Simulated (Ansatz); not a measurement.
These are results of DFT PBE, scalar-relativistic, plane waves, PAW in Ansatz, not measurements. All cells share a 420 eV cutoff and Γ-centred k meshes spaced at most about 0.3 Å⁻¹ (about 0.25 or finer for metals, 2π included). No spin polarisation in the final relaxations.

These are static total energies at zero pressure. All come from trial cells, and lower structures may exist.

Question: Order these relaxed structures of Al by energy, lowest first, with the energy over the lowest of them.
A. Space group Immm (No. 71), orthorhombic, a = 2.804 Å, b = 5.558 Å, c = 8.932 Å. Around Al on a site of symmetry m2m lie 10 Al at 2.70–2.86 Å; Al on a site of symmetry mm2 is surrounded by 8 Al at 2.80–2.84 Å and 4 Al at 3.14 Å.
B. Space group P6_3/mmc (No. 194), hexagonal, a = 2.851 Å, c = 4.729 Å. Around Al lie 12 Al at 2.85–2.88 Å.

Answer: B (0 meV/atom), A (49 meV/atom). Forms: B hcp type, P6_3/mmc; A Immm. Counting all near atoms (those within 1.25 times the shortest distance at each site; a plus sign parts nearer from farther groups; a slash parts the counts of unlike sites): B has Al 12; A has Al 10/8+4.

Cells relaxed within their symmetry can be saddle points. The P6_3/mmc cell of Al came from shaking the Immm one. The part of the Crystallography Open Database at hand lists Al in space groups No. 225, 229; no cell shown has one of them. Some candidate types were left out of the draw beforehand, so a known form may be missing.
